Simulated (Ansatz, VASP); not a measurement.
**One calculation of Ir, two programs**

```xyz
1
Lattice="0.0000 1.9353 1.9353 1.9353 0.0000 1.9353 1.9353 1.9353 0.0000" Properties=species:S:1:pos:R:3 pbc="T T T"
Ir    0.0000    0.0000    0.0000
```

Alike in both runs: functional PBE; k mesh 18 × 18 × 18; occupations gaussian, width 0.1 eV; no spin polarisation.

Ansatz relaxed the structure, and its values are those at the end. VASP's run is a single point on that final structure, the one shown.

|  | VASP | Ansatz |
| --- | --- | --- |
| version | VASP 6.6.1 | Ansatz 0.2.0 |
| potentials or method | VASP PAW PBE potentials, release 64 (Ir) | scalar-relativistic, plane waves, PAW |
| plane-wave cutoff (eV) | 520 | 420 |
| valence electrons in the cell | 9 | 17 |

Ansatz gave:

```
gap on the k mesh at the Fermi level (eV) : none
pressure (GPa)                            : 0.0
```

Estimate VASP's values.

gap on the k mesh at the Fermi level (eV): none; pressure (GPa): 0.5.

A gap of «none» marks a metal or a gap that the smearing closes. The two sets of potentials don't hold the same shells in valence.

The runs have no spin-orbit coupling, so splittings on Ir are missing.
